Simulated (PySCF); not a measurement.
Compound: oxalic acid, C2H2O4.
Numbering: `[O:1]=[C:2]([OH:3])[C:4](=[O:5])[OH:6]` (hydrogens: H7 on O3; H8 on O6)

Method: PySCF 2.14.0, PBE0-D3(BJ)/def2-SVP geometry optimisation, gas phase; density fitting, grid level 1; the optimiser is geomeTRIC in internal coordinates, started from a GFN2-xTB structure with every atom displaced at random (about 0.01 Å).

Step 0: E = -10276.3096 eV
```
atom  x, y, z in Å  |  force x, y, z in eV/Å
O1      0.9614   -0.4659   -1.4075   -0.461   0.137   0.143
C2      0.7009   -0.1621   -0.2738    0.933  -0.460  -1.042
O3      1.5869   -0.0814    0.6872    1.573  -0.010   0.795
C4     -0.6702    0.1586    0.2620   -2.471   0.355   0.000
O5     -0.9463    0.4329    1.3964    0.641  -0.076   0.008
O6     -1.6056    0.0960   -0.7044    1.708  -0.382  -0.687
H7      2.5080   -0.2881    0.3648   -1.438   0.217   0.073
H8     -2.4779    0.2939   -0.3759   -0.484   0.219   0.710
```

Step 1: E = -10276.3529 eV
```
atom  x, y, z in Å  |  force x, y, z in eV/Å
O1      0.9454   -0.4321   -1.3810    0.107   0.050   0.131
C2      0.7284   -0.0787   -0.2560   -0.520  -0.142  -0.046
O3      1.6432    0.0117    0.7022   -0.374  -0.255  -0.125
C4     -0.6994    0.2072    0.2653    0.850  -0.019  -0.229
O5     -0.9551    0.4450    1.4069   -0.236   0.075   0.161
O6     -1.5527    0.0888   -0.7360   -0.593   0.053   0.125
H7      2.3955   -0.4527    0.3129    0.550   0.196   0.087
H8     -2.4482    0.1949   -0.3655    0.215   0.041  -0.105
```

Step 2: E = -10276.4151 eV
```
atom  x, y, z in Å  |  force x, y, z in eV/Å
O1      0.9548   -0.4586   -1.3939   -0.058  -0.013   0.058
C2      0.7168   -0.1318   -0.2663    0.068  -0.029  -0.038
O3      1.6234   -0.0189    0.6993   -0.145  -0.201   0.014
C4     -0.6996    0.1774    0.2547    0.183   0.011  -0.054
O5     -0.9585    0.4264    1.3954    0.017   0.022   0.106
O6     -1.5793    0.1016   -0.7328   -0.077  -0.032  -0.067
H7      2.4571   -0.3671    0.3408   -0.064   0.203  -0.020
H8     -2.4576    0.2549   -0.3483    0.077   0.039   0.001
```

**Question.** Estimate the geometry and energy of step 3. (The exact step hangs on the optimiser's Hessian estimate; all steps are aligned on step 2, rigid shifts and turns removed.)

**Answer.** E = -10276.4222 eV, largest force 0.414 eV/Å
```
atom  x, y, z in Å  |  force x, y, z in eV/Å
O1      0.9380   -0.4898   -1.4077    0.308  -0.027   0.140
C2      0.7120   -0.1822   -0.2734   -0.385   0.143   0.047
O3      1.5852   -0.0557    0.7170    0.207  -0.111  -0.265
C4     -0.6908    0.1464    0.2471   -0.024   0.002   0.052
O5     -0.9281    0.4022    1.3927   -0.119   0.008  -0.040
O6     -1.5797    0.1065   -0.7367    0.029  -0.015   0.053
H7      2.4601   -0.2591    0.3521    0.043  -0.017   0.006
H8     -2.4395    0.3157   -0.3423   -0.059   0.017   0.006
```

The energy changes by -0.0072 eV. The first-order estimate −F·Δx gives -0.0419 eV and the mean of the old and new forces, exact on a quadratic surface, -0.0075 eV. The step makes an angle of 53° with the force vector and moves no atom by more than 0.109 Å.

The cost below is that of the whole optimisation. Hardware: one thread, Intel Xeon Platinum 8488C (x86_64), no GPU, shared host with 192 logical CPUs at a one-minute load of 34. Cost: 22 s wall, 0.39 GiB resident at most.
